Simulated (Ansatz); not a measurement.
# GaSb: band gap under strain

How does strain move the band edges of GaSb (zincblende), and do the functionals agree on it? States: +2.5 % shear in the xy plane; +4.0 % strain along x alone; +4.0 % strain along [111] alone.

The runs shown are made with Ansatz 0.2.0. PAW datasets, plane waves. Spin-unpolarised throughout; all numbers are computed.

**1. The system as given**

The unstrained cell was relaxed with r2SCAN; in each strained cell the atoms were relaxed again with r2SCAN. Names of k-points are those of the unstrained zone, where strain can split equivalent points. First state: +2.5 % shear in the xy plane.

It is orthorhombic, Imm2 (No. 44); conventional cell a = 4.282 Å, b = 4.390 Å, c = 6.132 Å, 28.81 Å³ an atom. Around Ga lie 4 Sb at 2.64–2.67 Å; around Sb lie 4 Ga at 2.64–2.67 Å.

Structure file:

```cif
data_structure
_symmetry_space_group_name_H-M 'Imm2'
_symmetry_Int_Tables_number 44
_cell_length_a 4.2816
_cell_length_b 4.3900
_cell_length_c 6.1318
_cell_angle_alpha 90.000
_cell_angle_beta 90.000
_cell_angle_gamma 90.000
_cell_volume 115.25
loop_
_atom_site_label
_atom_site_type_symbol
_atom_site_symmetry_multiplicity
_atom_site_Wyckoff_symbol
_atom_site_fract_x
_atom_site_fract_y
_atom_site_fract_z
_atom_site_occupancy
Ga1 Ga 2 a 0.50000 0.50000 0.49835 1
Sb1 Sb 2 b 0.00000 0.50000 0.75165 1
```

From earlier runs on the unstrained cell: PBE 0.00 eV, r2SCAN 0.41 eV, HSE06 0.77 eV; a = 6.132 Å.

**2. +2.5 % shear in the xy plane: PBE**

File input.yaml:

```yaml
crystal:
  lattice:
    - [0.038323485, 3.0658788, 3.0658788]
    - [3.0658788, 0.038323485, 3.0658788]
    - [3.104202285, 3.104202285, 0.0]
  atoms:
    - { symbol: Ga, position: [0.0016519811, 0.0016519811, -0.0016519811] }
    - { symbol: Sb, position: [0.2483480189, 0.2483480189, 0.2516519811] }
kpoints:
  mp_grid: { grid: [8, 8, 8] }
  band_path:
    path:
      - [0.0, 0.0, 0.0]
      - [-0.5, -0.5, 0.0]
      - [-0.375, -0.375, 0.25]
      - [-0.375, 0.0, 0.375]
      - [0.0, 0.0, 0.5]
      - [-0.5, -0.25, 0.25]
    npoints: 1
hamiltonian:
  xc: pbe
scf:
  occupations: { method: fermi_dirac, width: 0.02 }
  n_extra_bands: 4
output:
  forces: true
  stress: true
  eigenvalues: true
```

The runs that follow: +2.5 % shear in the xy plane: r2SCAN; +2.5 % shear in the xy plane: HSE06; +4.0 % strain along x alone: PBE; +4.0 % strain along x alone: r2SCAN; +4.0 % strain along x alone: HSE06; +4.0 % strain along [111] alone: PBE; +4.0 % strain along [111] alone: r2SCAN; +4.0 % strain along [111] alone: HSE06.

**Question.** What will these runs give?

**Answer**, as computed:

Least gap in eV (negative: overlap), with the change from the unstrained cell in brackets:

| state | volume change (%) | PBE | r2SCAN | HSE06 |
| --- | --- | --- | --- | --- |
| +2.5 % shear in the xy plane | -0.0 | 0.04 (+0.04) | 0.31 (-0.10) | 0.66 (-0.11) |
| +4.0 % strain along x alone | +4.0 | 0.00 (+0.00) | 0.03 (-0.38) | 0.36 (-0.41) |
| +4.0 % strain along [111] alone | +4.0 | 0.00 (+0.00) | 0.03 (-0.38) | 0.34 (-0.43) |

With HSE06, of the states in the table +4.0 % strain along [111] alone shifts the gap most, by -0.434 eV. PBE and HSE06 differ by 0.77 eV on the unstrained gap, and by at most 0.43 eV on its change. Under +4.0 % strain along x alone and under +4.0 % strain along [111] alone PBE gives no gap, or under 0.02 eV, while HSE06 has one. Spin-orbit coupling is left out of the table, though the cell holds Sb (Z = 51); in an element this heavy it can shift bands and gaps by tenths of an eV.
